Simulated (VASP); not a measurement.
A run of VASP 6.6.1 is set up as follows.

Contents of INCAR:

```
SYSTEM = Si
PREC = Accurate
ENCUT = 600
EDIFF = 1E-7
ISMEAR = 0
SIGMA = 0.03
LREAL = .FALSE.
LASPH = .TRUE.
NELM = 80
ALGO = Normal
ISIF = 4
LWAVE = .FALSE.
LCHARG = .FALSE.
GGA = PS
IBRION = 2
NSW = 40
EDIFFG = -0.01
```

File KPOINTS:

```
Automatic mesh
0
G
  12 12 6
  0 0 0
```

The input POSCAR:

```
Si                                      
1.0
    2.6578985746      0.0000000000      0.0000000000
   -1.3289492873      2.3018076862     -0.0000000000
    0.0000000000      0.0000000000      4.4691486705
  Si            
     2
Direct
     0.3333333300000021    0.6666666699999979    0.2500000000000000
     0.6666666699999979    0.3333333300000021    0.7500000000000000
```

Potentials or basis: VASP PAW PBE potentials, release 64 (Si).

The run is started by

```console
$ cat potpaw_PBE.64/Si/POTCAR > POTCAR
$ mpirun -np 1 vasp_std > vasp.out
```

(1) Predict the band gap on the k mesh.

Results:

(1) none (metal or under the smearing width).

Caveat: the relaxation stopped at its first step, so nothing moved.
